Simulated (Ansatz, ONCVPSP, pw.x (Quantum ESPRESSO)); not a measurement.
# What a changed setting does to a pw.x run (bcc N)

Potential: optimised norm-conserving Vanderbilt (ONCV), ONCVPSP 4.0.1.1 (patched build), PBE; core [He], reference 2s2 2p3; waves: 2s: rc 0.85 bohr, ncon 5, nbas 10, qcut 9.2 1/bohr, 1 projector; 2p: rc 2.05 bohr, ncon 3, nbas 6, qcut 8.5 1/bohr, 2 projectors, debl 2.2 Ha; d scattering state at 0.12 Ha: rc 2.15 bohr, ncon 4, nbas 8, qcut 4.8 1/bohr, 2 projectors, debl 3.9 Ha; local part: polynomial inside 0.75 bohr (lpopt 3, dvloc0 0 Ha); core correction: Teter function, fcfact 2.5, rcfact 1.88.

The reference run (k-mesh 18³, cutoffs 90/360 Ry, Fermi–Dirac 0.01 Ry, mixing_beta 0.4, conv_thr 1e-9, no spin) gives -0.40 GPa at 7.247 Å³/atom, where all-electron LAPW gives -0.09 GPa. This run, with its own iteration cap, changes nspin = 2 with starting_magnetization to 0.2.

```
&control
  calculation='scf', prefix='x', pseudo_dir='./', outdir='./tmp', tstress=.true., disk_io='none'
/
&system
  ibrav=0, nat=1, ntyp=1, ecutwfc=90, ecutrho=360, nbnd=9,
  occupations='smearing', smearing='fd', degauss=0.01, nspin=2, starting_magnetization(1)=0.2
/
&electrons
  conv_thr=1e-09, mixing_beta=0.4, electron_maxstep=60
/
ATOMIC_SPECIES
N 1.0 N.UPF
CELL_PARAMETERS angstrom
  -1.21908154 1.21908154 1.21908154
  1.21908154 -1.21908154 1.21908154
  1.21908154 1.21908154 -1.21908154
ATOMIC_POSITIONS crystal
N 0.0000 0.0000 0.0000
K_POINTS automatic
18 18 18 0 0 0
```

```bash
pw.x < N.scf.in > N.scf.out
```

Question: How does the run end?

Answer: It converges in 9 iterations; the free energy moves by +0.0 meV/atom and the pressure by +0.01 GPa. The result is that of the reference run.

```
Message from routine setup:
     using ibrav=0 with symmetry is DISCOURAGED, use correct ibrav instead
     lattice parameter (alat)  =       3.9902  a.u.
     unit-cell volume          =      48.9052 (a.u.)^3
     number of electrons       =         5.00
     number of Kohn-Sham states=            9
     kinetic-energy cutoff     =      90.0000  Ry
     charge density cutoff     =     360.0000  Ry
     scf convergence threshold =      1.0E-09
     Exchange-correlation= PBE
     atomic species   magnetization
     number of k points=   195  Fermi-Dirac smearing, width (Ry)=  0.0100
     iteration #  1     ecut=    90.00 Ry     beta= 0.40
     total energy              =     -20.17158376 Ry
     estimated scf accuracy    <       0.00356220 Ry
     total magnetization       =     0.43 Bohr mag/cell
     absolute magnetization    =     0.43 Bohr mag/cell
     iteration #  2     ecut=    90.00 Ry     beta= 0.40
     total energy              =     -20.17535337 Ry
     estimated scf accuracy    <       0.00217679 Ry
     total magnetization       =     0.34 Bohr mag/cell
     absolute magnetization    =     0.34 Bohr mag/cell
     iteration #  3     ecut=    90.00 Ry     beta= 0.40
     total energy              =     -20.18116739 Ry
     estimated scf accuracy    <       0.00017253 Ry
     total magnetization       =     0.06 Bohr mag/cell
     absolute magnetization    =     0.07 Bohr mag/cell
     [... 3 iterations left out ...]
     iteration #  7     ecut=    90.00 Ry     beta= 0.40
     total energy              =     -20.18139866 Ry
     estimated scf accuracy    <       0.00000010 Ry
     total magnetization       =    -0.00 Bohr mag/cell
     absolute magnetization    =     0.00 Bohr mag/cell
     iteration #  8     ecut=    90.00 Ry     beta= 0.40
     total energy              =     -20.18139898 Ry
     estimated scf accuracy    <          2.9E-09 Ry
     total magnetization       =     0.00 Bohr mag/cell
     absolute magnetization    =     0.00 Bohr mag/cell
     iteration #  9     ecut=    90.00 Ry     beta= 0.40
     the Fermi energy is     8.9449 ev
!    total energy              =     -20.18139900 Ry
     estimated scf accuracy    <          1.1E-10 Ry
     smearing contrib. (-TS)   =      -0.00254908 Ry
     The total energy is F=E-TS. E is the sum of the following terms:
     one-electron contribution =       3.69983221 Ry
     hartree contribution      =       1.52954502 Ry
     xc contribution           =      -5.66181003 Ry
     ewald contribution        =     -19.74641711 Ry
     total magnetization       =     0.00 Bohr mag/cell
     absolute magnetization    =     0.00 Bohr mag/cell
     convergence has been achieved in   9 iterations
          total   stress  (Ry/bohr**3)                   (kbar)     P=       -3.89
     Message from routine punch:
     Nothing written, as per user request (disk_io='none')
```

The run took about 24 s on one core of a shared host (Intel(R) Xeon(R) Platinum 8488C, 96 threads, 744 GiB, load 27).
